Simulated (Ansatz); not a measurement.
TaN: consecutive steps of a trajectory

The calculation used Ansatz, DFT PBE, scalar-relativistic, plane waves, PAW. Settings: plane waves to 420 eV, k-mesh 3×3×3 (Γ-centred), Fermi–Dirac smearing 0.05 eV. The mesh is coarse. Spin–orbit coupling is left out, which can shift energies with elements as heavy as these. No spin polarisation.

18 atoms, starting at 1.00 times the perfect crystal's volume (space group P6/mmm); Langevin thermostat at 150 K (friction 0.02 fs⁻¹), fixed cell; 79 steps of 2 fs. The run is short and not equilibrated.

Positions in Å, velocities in 0.01 Å/fs, forces in eV/Å; dE is the potential energy from the first frame shown.

```xyz
18
Lattice="2.6318 -4.5584 2.9218 2.6318 4.5584 2.9218 -5.2636 0.0000 2.9218" Properties=species:S:1:pos:R:3:v100:R:3:forces:R:3 pbc="T T T" time_fs=52.00 dE_eV=0.0000 T_K=1025
Ta   -0.0561    0.0495    2.9372   -0.0714    0.1460   -0.0080    0.4227    0.2667   -0.3778
Ta   -0.0371    0.0751    5.8642   -0.0532    0.2899   -0.0005    0.3333    0.0111   -0.2245
Ta   -0.0268    0.0471   -0.0330    0.0225    0.0911   -0.0378   -0.0716    0.3330    0.5370
Ta    2.6596   -1.4983    4.3937    0.0400    0.0001    0.0767    0.3685   -0.5299   -0.1370
Ta    0.0218    3.0435    4.3624   -0.0366   -0.0018    0.0183    0.5260   -0.2131    0.1975
Ta   -2.6271   -1.5667    4.3706    0.0536    0.0650   -0.0730    0.8679    0.6386    0.4804
Ta   -2.5591    1.5184    4.4032    0.0415   -0.1093   -0.0092   -0.7029   -1.3659   -0.5526
Ta    2.6255    1.5364    4.3835   -0.0065    0.0116   -0.0638    0.5199   -0.4963    0.1001
Ta    0.0334   -2.9943    4.4097   -0.0727   -0.0750    0.0036   -0.1370   -1.2826   -0.3376
N     3.0486   -0.0659    2.9352    1.5060   -0.3290   -0.0413    0.9864    1.2493   -0.3157
N     2.8962    0.0123    5.8564    2.2644    0.0666   -0.1000    2.1327    0.0416   -0.1144
N    -2.2218   -0.0542    2.8712    2.0085   -0.5044    0.0580    0.9733    0.9282    0.8817
N    -1.4537   -2.6061    5.8757   -1.0515   -1.6294   -0.1066   -0.4921   -1.3655   -0.2002
N     1.1981    2.0549    2.8693   -1.3062   -1.2985   -0.1176   -0.3762   -2.0719    0.7482
N    -1.4118   -2.5081    2.9364   -0.6925   -1.7985    0.2044   -1.1093   -1.7320   -0.2451
N    -1.3457    2.3400    2.9345   -0.6801    0.9928   -0.7772   -0.6940    2.2635   -0.0703
N    -1.3448    2.3953    5.8295   -0.8561    1.3514    0.3232   -1.3176    1.7846    0.2647
N     1.3344   -2.1933    2.9599   -0.7367    1.6120    0.1099   -2.2300    1.5408   -0.6346
18
Lattice="2.6318 -4.5584 2.9218 2.6318 4.5584 2.9218 -5.2636 0.0000 2.9218" Properties=species:S:1:pos:R:3:v100:R:3:forces:R:3 pbc="T T T" time_fs=54.00 dE_eV=-0.6042 T_K=1246
Ta   -0.0576    0.0526    2.9371   -0.0756    0.1627   -0.0104    0.7797    0.1115   -0.3925
Ta   -0.0382    0.0804    5.8641   -0.0600    0.2436   -0.0023    0.5541   -0.2340   -0.2422
Ta   -0.0262    0.0491   -0.0336    0.0344    0.1038   -0.0281    0.0172    0.0803    0.5563
Ta    2.6604   -1.4985    4.3955    0.0381   -0.0212    0.0992    0.4288   -0.5570   -0.2521
Ta    0.0209    3.0434    4.3627   -0.0541   -0.0079    0.0113    0.4891   -0.2804    0.1579
Ta   -2.6262   -1.5656    4.3691    0.0301    0.0475   -0.0756    0.8911    0.5224    0.5654
Ta   -2.5582    1.5163    4.4029    0.0509   -0.0939   -0.0123   -0.6953   -1.3142   -0.5778
Ta    2.6252    1.5365    4.3827   -0.0246   -0.0021   -0.0180    0.5263   -0.5375    0.1378
Ta    0.0319   -2.9957    4.4100   -0.0787   -0.0705    0.0194   -0.1133   -1.4169   -0.4154
N     3.0809   -0.0706    2.9346    1.7186   -0.1391   -0.0228    0.8341    1.3390   -0.3101
N     2.9441    0.0152    5.8544    2.5215    0.2221   -0.0975    2.0495   -0.0345   -0.0782
N    -2.1809   -0.0618    2.8734    2.0571   -0.2529    0.1631    0.6973    1.0171    0.8387
N    -1.4758   -2.6403    5.8722   -1.1490   -1.7822   -0.2405   -0.3821   -1.2616   -0.1461
N     1.1716    2.0254    2.8699   -1.3310   -1.6550    0.1752   -0.2029   -2.1634    0.7536
N    -1.4272   -2.5465    2.9391   -0.8515   -2.0370    0.0612   -1.2694   -1.6479   -0.3095
N    -1.3609    2.3619    2.9190   -0.8429    1.2146   -0.7427   -0.8373    2.5607    0.2723
N    -1.3640    2.4229    5.8349   -1.0644    1.4183    0.2082   -1.4063    2.0107    0.1328
N     1.3163   -2.1597    2.9626   -1.0839    1.7659    0.1583   -2.3606    1.8057   -0.6908
18
Lattice="2.6318 -4.5584 2.9218 2.6318 4.5584 2.9218 -5.2636 0.0000 2.9218" Properties=species:S:1:pos:R:3:v100:R:3:forces:R:3 pbc="T T T" time_fs=56.00 dE_eV=-1.2793 T_K=1391
Ta   -0.0588    0.0561    2.9367   -0.0390    0.1839   -0.0299    1.1967   -0.1097   -0.3890
Ta   -0.0397    0.0851    5.8642   -0.0807    0.2274    0.0077    0.8183   -0.5401   -0.2725
Ta   -0.0255    0.0513   -0.0343    0.0422    0.1221   -0.0412    0.1297   -0.2504    0.5786
Ta    2.6608   -1.4987    4.3974    0.0120   -0.0028    0.0870    0.4873   -0.6003   -0.3675
Ta    0.0199    3.0430    4.3630   -0.0438   -0.0330    0.0276    0.4514   -0.3033    0.1435
Ta   -2.6257   -1.5649    4.3680    0.0226    0.0237   -0.0375    0.8807    0.4105    0.6296
Ta   -2.5574    1.5145    4.4026    0.0207   -0.0891   -0.0219   -0.7197   -1.2579   -0.5889
Ta    2.6247    1.5361    4.3820   -0.0248   -0.0321   -0.0550    0.5427   -0.5831    0.1802
Ta    0.0301   -2.9976    4.4101   -0.1027   -0.1134   -0.0089   -0.1025   -1.5340   -0.5122
N     3.1140   -0.0723    2.9327    1.5732   -0.0279   -0.1641    0.5910    1.3316   -0.2762
N     2.9964    0.0182    5.8529    2.6924    0.0739   -0.0526    1.8413   -0.1130   -0.0518
N    -2.1403   -0.0652    2.8780    1.9778   -0.0850    0.2887    0.3190    0.9941    0.7544
N    -1.4983   -2.6771    5.8671   -1.0964   -1.8728   -0.2568   -0.2754   -1.0174   -0.0696
N     1.1446    1.9910    2.8740   -1.3599   -1.7889    0.2379   -0.0719   -2.1204    0.6900
N    -1.4459   -2.5879    2.9381   -1.0314   -2.0879   -0.1566   -1.3527   -1.4744   -0.3056
N    -1.3799    2.3888    2.9057   -1.0660    1.4986   -0.5672   -0.9401    2.8474    0.5701
N    -1.3868    2.4528    5.8393   -1.2254    1.5920    0.2279   -1.4254    2.2353    0.0300
N     1.2920   -2.1229    2.9654   -1.3445    1.9391    0.1140   -2.3705    2.0852   -0.7431
18
Lattice="2.6318 -4.5584 2.9218 2.6318 4.5584 2.9218 -5.2636 0.0000 2.9218" Properties=species:S:1:pos:R:3:v100:R:3:forces:R:3 pbc="T T T" time_fs=58.00 dE_eV=-1.9858 T_K=1591
Ta   -0.0594    0.0597    2.9363   -0.0205    0.1764   -0.0061    1.6528   -0.4076   -0.3715
Ta   -0.0408    0.0900    5.8645   -0.0343    0.2575    0.0251    1.1023   -0.9251   -0.3168
Ta   -0.0244    0.0533   -0.0353    0.0637    0.0683   -0.0568    0.2721   -0.6632    0.6096
Ta    2.6612   -1.4985    4.3990    0.0281    0.0239    0.0760    0.5073   -0.6626   -0.4872
Ta    0.0188    3.0422    4.3635   -0.0710   -0.0400    0.0202    0.4213   -0.3167    0.1581
Ta   -2.6248   -1.5643    4.3672    0.0649    0.0391   -0.0366    0.8216    0.3008    0.6697
Ta   -2.5571    1.5130    4.4024    0.0103   -0.0625    0.0005   -0.7632   -1.2007   -0.6059
Ta    2.6243    1.5353    4.3804   -0.0202   -0.0511   -0.1035    0.5428   -0.6364    0.2542
Ta    0.0280   -3.0000    4.4100   -0.1002   -0.1305    0.0047   -0.0742   -1.6120   -0.6087
N     3.1455   -0.0702    2.9295    1.5558    0.2329   -0.1485    0.2758    1.2345   -0.2166
N     3.0521    0.0191    5.8531    2.8478    0.0141    0.0814    1.4757   -0.1330   -0.0584
N    -2.1011   -0.0668    2.8846    1.9084   -0.0812    0.3607   -0.1541    0.9348    0.6368
N    -1.5196   -2.7156    5.8623   -1.0257   -1.9539   -0.2178   -0.1661   -0.6153    0.0019
N     1.1172    1.9526    2.8791   -1.3773   -2.0378    0.2588    0.0450   -1.9298    0.6007
N    -1.4681   -2.6317    2.9350   -1.1794   -2.2750   -0.1578   -1.3244   -1.1941   -0.2599
N    -1.4012    2.4212    2.8960   -1.0709    1.7582   -0.3919   -1.0326    3.0613    0.7826
N    -1.4148    2.4853    5.8431   -1.5601    1.6734    0.1473   -1.3374    2.4391   -0.0447
N     1.2620   -2.0829    2.9656   -1.6523    2.0745   -0.0925   -2.2648    2.3260   -0.7437
18
Lattice="2.6318 -4.5584 2.9218 2.6318 4.5584 2.9218 -5.2636 0.0000 2.9218" Properties=species:S:1:pos:R:3:v100:R:3:forces:R:3 pbc="T T T" time_fs=60.00 dE_eV=-2.6714 T_K=1723
Ta   -0.0597    0.0629    2.9361   -0.0077    0.1374   -0.0147    2.1479   -0.7855   -0.3442
Ta   -0.0407    0.0951    5.8649    0.0429    0.2438    0.0115    1.3833   -1.4078   -0.3582
Ta   -0.0232    0.0540   -0.0364    0.0627    0.0021   -0.0505    0.4589   -1.1358    0.6405
Ta    2.6618   -1.4983    4.4006    0.0300   -0.0059    0.0835    0.4945   -0.7161   -0.6182
Ta    0.0173    3.0412    4.3640   -0.0744   -0.0659    0.0326    0.4087   -0.3156    0.1938
Ta   -2.6233   -1.5634    4.3665    0.0876    0.0480   -0.0377    0.7080    0.2253    0.7026
Ta   -2.5571    1.5115    4.4020   -0.0119   -0.0875   -0.0405   -0.8177   -1.1246   -0.6265
Ta    2.6241    1.5340    4.3782    0.0004   -0.0812   -0.1162    0.5132   -0.6716    0.3534
Ta    0.0261   -3.0029    4.4102   -0.0943   -0.1563    0.0096   -0.0216   -1.6302   -0.7040
N     3.1768   -0.0633    2.9271    1.5486    0.4463   -0.0895   -0.1281    1.0506   -0.1635
N     3.1085    0.0206    5.8548    2.7558    0.1307    0.0783    0.9500   -0.1593   -0.0852
N    -2.0632   -0.0665    2.8924    1.8477    0.1037    0.4104   -0.7374    0.8504    0.4964
N    -1.5397   -2.7539    5.8568   -0.9735   -1.8414   -0.3357   -0.0232   -0.0873    0.0835
N     1.0900    1.9101    2.8853   -1.3323   -2.1892    0.3529    0.1669   -1.5573    0.4800
N    -1.4931   -2.6774    2.9331   -1.3118   -2.2694   -0.0308   -1.1646   -0.7696   -0.2346
N    -1.4229    2.4590    2.8885   -1.1072    2.0313   -0.3512   -1.1308    3.1699    0.9367
N    -1.4473    2.5215    5.8459   -1.6856    1.9505    0.1248   -1.1542    2.5812   -0.0911
N     1.2267   -2.0390    2.9617   -1.8541    2.3259   -0.2858   -2.0540    2.4834   -0.6614
18
Lattice="2.6318 -4.5584 2.9218 2.6318 4.5584 2.9218 -5.2636 0.0000 2.9218" Properties=species:S:1:pos:R:3:v100:R:3:forces:R:3 pbc="T T T" time_fs=62.00 dE_eV=-3.2713 T_K=1763
Ta   -0.0595    0.0658    2.9356    0.0349    0.1496   -0.0351    2.6339   -1.2382   -0.3021
Ta   -0.0398    0.1000    5.8651    0.0560    0.2459    0.0069    1.6347   -1.9869   -0.3928
Ta   -0.0220    0.0541   -0.0371    0.0577    0.0120   -0.0156    0.7159   -1.6393    0.6532
Ta    2.6623   -1.4985    4.4025    0.0189   -0.0127    0.1048    0.4600   -0.7322   -0.7526
Ta    0.0159    3.0395    4.3650   -0.0664   -0.0973    0.0634    0.4014   -0.2617    0.2292
Ta   -2.6211   -1.5626    4.3659    0.1302    0.0348   -0.0254    0.5401    0.2147    0.7248
Ta   -2.5572    1.5096    4.4011    0.0107   -0.0996   -0.0510   -0.8946   -0.9984   -0.6260
Ta    2.6246    1.5321    4.3763    0.0482   -0.1036   -0.0710    0.4544   -0.6641    0.4341
Ta    0.0241   -3.0061    4.4102   -0.1035   -0.1625   -0.0091    0.0402   -1.5797   -0.7845
N     3.2065   -0.0538    2.9241    1.3809    0.4904   -0.2062   -0.5862    0.8415   -0.1021
N     3.1646    0.0234    5.8555    2.8112    0.1479   -0.0061    0.2416   -0.1977   -0.0915
N    -2.0288   -0.0625    2.9014    1.5460    0.2833    0.4813   -1.3839    0.7318    0.3346
N    -1.5590   -2.7888    5.8491   -0.9439   -1.6091   -0.4269    0.1756    0.5059    0.1927
N     1.0647    1.8665    2.8932   -1.1934   -2.1254    0.4273    0.3149   -1.0260    0.3276
N    -1.5199   -2.7210    2.9316   -1.3498   -2.0493   -0.1124   -0.8568   -0.2212   -0.2196
N    -1.4459    2.5030    2.8830   -1.2005    2.3635   -0.1892   -1.2020    3.1580    1.0343
N    -1.4820    2.5624    5.8482   -1.7633    2.1474    0.1052   -0.9336    2.5811   -0.1255
N     1.1873   -1.9913    2.9557   -2.0693    2.4496   -0.3114   -1.7554    2.5125   -0.5337
18
Lattice="2.6318 -4.5584 2.9218 2.6318 4.5584 2.9218 -5.2636 0.0000 2.9218" Properties=species:S:1:pos:R:3:v100:R:3:forces:R:3 pbc="T T T" time_fs=64.00 dE_eV=-3.7382 T_K=1876
Ta   -0.0583    0.0691    2.9348    0.0791    0.1789   -0.0440    3.0070   -1.7564   -0.2495
Ta   -0.0383    0.1046    5.8656    0.0921    0.2149    0.0453    1.8115   -2.6472   -0.4236
Ta   -0.0210    0.0543   -0.0373    0.0378   -0.0004   -0.0070    1.0807   -2.1187    0.6517
Ta    2.6625   -1.4991    4.4045   -0.0019   -0.0436    0.0963    0.4151   -0.7106   -0.8682
Ta    0.0151    3.0370    4.3661   -0.0137   -0.1542    0.0481    0.3801   -0.1578    0.2691
Ta   -2.6186   -1.5617    4.3654    0.1211    0.0476   -0.0162    0.3290    0.2605    0.7284
Ta   -2.5570    1.5074    4.4000    0.0010   -0.1151   -0.0601   -0.9863   -0.8123   -0.6185
Ta    2.6255    1.5301    4.3752    0.0486   -0.0952   -0.0407    0.3862   -0.6225    0.4833
Ta    0.0222   -3.0096    4.4097   -0.0879   -0.1854   -0.0439    0.1054   -1.4430   -0.8089
N     3.2335   -0.0436    2.9196    1.2948    0.5075   -0.2388   -1.0739    0.6409   -0.0162
N     3.2207    0.0258    5.8557    2.7362    0.0862    0.0256   -0.6926   -0.2102   -0.0830
N    -2.0000   -0.0554    2.9105    1.2837    0.4202    0.4197   -2.0173    0.5969    0.1764
N    -1.5773   -2.8183    5.8421   -0.8694   -1.2960   -0.2588    0.4330    1.1220    0.2892
N     1.0430    1.8223    2.9032   -0.9600   -2.2511    0.5597    0.4930   -0.3242    0.1488
N    -1.5478   -2.7611    2.9301   -1.4059   -1.9171   -0.0410   -0.3970    0.4520   -0.1982
N    -1.4696    2.5547    2.8801   -1.1696    2.7942   -0.0952   -1.2486    2.9639    1.0590
N    -1.5187    2.6079    5.8502   -1.8875    2.3836    0.0919   -0.6534    2.4042   -0.1484
N     1.1438   -1.9391    2.9489   -2.2589    2.7554   -0.3606   -1.3717    2.3625   -0.3913
```

Problem. What is the next frame? The thermostat's random kicks make it one of many possible.

Solution.
```xyz
18
Lattice="2.6318 -4.5584 2.9218 2.6318 4.5584 2.9218 -5.2636 0.0000 2.9218" Properties=species:S:1:pos:R:3:v100:R:3:forces:R:3 pbc="T T T" time_fs=66.00 dE_eV=-4.0182 T_K=1892
Ta   -0.0570    0.0726    2.9339    0.0581    0.1643   -0.0451    3.1875   -2.3034   -0.1979
Ta   -0.0360    0.1084    5.8663    0.1421    0.1625    0.0238    1.8302   -3.3768   -0.4413
Ta   -0.0203    0.0541   -0.0374    0.0404   -0.0255   -0.0039    1.5282   -2.4889    0.6425
Ta    2.6629   -1.5002    4.4061    0.0377   -0.0676    0.0657    0.3419   -0.6579   -0.9476
Ta    0.0147    3.0338    4.3674   -0.0222   -0.1627    0.0768    0.3240   -0.0239    0.3003
Ta   -2.6163   -1.5610    4.3653    0.1104    0.0244    0.0002    0.1070    0.3535    0.7256
Ta   -2.5570    1.5052    4.3986    0.0064   -0.1102   -0.0794   -1.0718   -0.5693   -0.5872
Ta    2.6266    1.5280    4.3745    0.0524   -0.1207   -0.0301    0.3150   -0.5305    0.5096
Ta    0.0206   -3.0138    4.4087   -0.0741   -0.2332   -0.0550    0.1596   -1.2017   -0.7940
N     3.2572   -0.0339    2.9162    1.0336    0.4591   -0.0910   -1.5475    0.4682    0.0547
N     3.2728    0.0286    5.8548    2.3933    0.1933   -0.1087   -1.8007   -0.2175   -0.0554
N    -1.9772   -0.0458    2.9202    0.9573    0.5282    0.5393   -2.6068    0.4462    0.0230
N    -1.5942   -2.8424    5.8380   -0.7969   -1.0761   -0.1489    0.7353    1.7298    0.3456
N     1.0243    1.7773    2.9144   -0.8925   -2.1874    0.5484    0.7463    0.5609   -0.0294
N    -1.5775   -2.7982    2.9283   -1.5205   -1.7380   -0.1331    0.2332    1.2764   -0.1707
N    -1.4943    2.6129    2.8787   -1.2980    2.9961   -0.0543   -1.2273    2.5799    1.0324
N    -1.5571    2.6580    5.8529   -1.9314    2.6022    0.1728   -0.3101    2.0067   -0.1852
N     1.0985   -1.8803    2.9408   -2.2401    3.0924   -0.4394   -0.9440    1.9483   -0.2253
```

Cost: 1 run of about 34 core-minutes (earlier runs that led there not counted), on Arm Neoverse V1 (shared hosts).